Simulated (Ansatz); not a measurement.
# ZnS: energy along a strain

ZnS, F-43m, a = 5.443 Å. The compound has several low-lying forms, and this is one of them. Ansatz: PBE, PAW, 420 eV, Γ-centred 8×8×8 mesh on 2 atoms, Gaussian smearing 0.05 eV; no spin polarisation. Cell vectors (Å): 0.000 2.722 2.722; 2.722 0.000 2.722; 2.722 2.722 0.000. The cell is strained by x per cent times the pattern (0 0 0 0 1 0) in the order xx yy zz yz xz xy (engineering shears), with fractional coordinates held. y is the free energy over the start, V0 = 20.158 Å³/atom. Symmetry makes y even in x.

| x (%) | y (meV/atom) |
| --- | --- |
| -4.00 | 6.45 |
| -2.00 | 1.61 |
| 0.00 | 0.00 |
| 0.50 | 0.11 |
| 1.00 | 0.40 |
| 1.50 | 0.91 |
| 2.50 | 2.52 |
| 3.00 | 3.62 |
| 3.50 | ? |

**Question.** Fit y = c2 x² + c4 x⁴ to the other rows, get the stiffness along the pattern, and predict the missing energy.

**Answer.** Least squares on the rows shown. y = 0.4024 x² + 3.956×10⁻⁵ x⁴. The clamped-ion stiffness p·C·p = 2 × 4.024 eV × 160.2 / 20.158 Å³ = 64 GPa, which is C55 in these axes (C44 of the cubic crystal). At x = 3.50 the fit asked for gives 4.94 meV/atom. The run gave 4.93 meV/atom, so the fit is 0.01 meV/atom too high, a small miss on the scale of the series.